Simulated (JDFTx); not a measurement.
Runs of JDFTx 1.7.0 (patched build) on InP. Symmetry: F-43m, No. 216, cubic system. The conventional cell has a = 5.861 Å, b = 5.861 Å, c = 5.861 Å, α = 90.00°, β = 90.00°, γ = 90.00°. In (site symmetry -43m) has 4 P at 2.54 Å as nearest neighbours. P (site symmetry -43m) is surrounded by 4 In at 2.54 Å. 

```tsv
task	level	potentials or basis	cell	k mesh	cutoff (eV)	smearing	band ratio of the Davidson solver	max SCF steps	SCF threshold on the energy	solver of the electrons	further solve for the empty bands	mesh quality	gap on the mesh (eV)	pressure (GPa)
single point	PBE	PseudoDojo-SR-PBE-0.5-standard with smoothed tails	as given	8 × 8 × 8	952	fermi-dirac 0.05 eV	-	100	1e-09 Ha	scf	yes	not flagged	0.71	3.4
single point	PBEsol	PseudoDojo-SR-PBEsol-0.4.1-standard with smoothed tails	the cell as VASP's run set it	8 × 8 × 8	952	gaussian 0.05 eV	-	100	1e-09 Ha	scf	yes	not flagged	0.61	0.7
single point	revPBE	PseudoDojo-SR-PBE-0.5-standard with smoothed tails	as given	8 × 8 × 8	952	fermi-dirac 0.05 eV	-	100	1e-09 Ha	scf	yes	not flagged	0.80	(b)
single point	PBEsol	PseudoDojo-SR-PBEsol-0.4.1-standard with smoothed tails	as given	8 × 8 × 8	952	fermi-dirac 0.05 eV	-	100	1e-09 Ha	scf	yes	not flagged	0.61	0.7
single point	HSE06	PseudoDojo-SR-PBE-0.5-standard with smoothed tails	as given	3 × 3 × 3	952	fermi-dirac 0.05 eV	-	100	1e-07 Ha	scf	yes	coarse	(a)	0.5
```

Alike in all rows: no spin polarisation.

**Question.** Estimate the missing entries.

**Answer.** (a) 1.44; (b) 4.6.

Caveats: some runs use coarse meshes; spin-orbit coupling is left out, which moves the levels of the heavy elements; the empty levels aren't tightly converged (some runs); the potentials were made for another functional, which shifts forces and pressure (some runs); this program's HSE differs a little from the usual definition (some runs); the hybrid runs on potentials with a model core (some runs); an odd mesh through Γ misses points on the zone boundary, where band edges often lie (some runs).

A k mesh can miss the band edges, and the runs leave out spin-orbit coupling on In.

Not every run made on this cell is shown here.
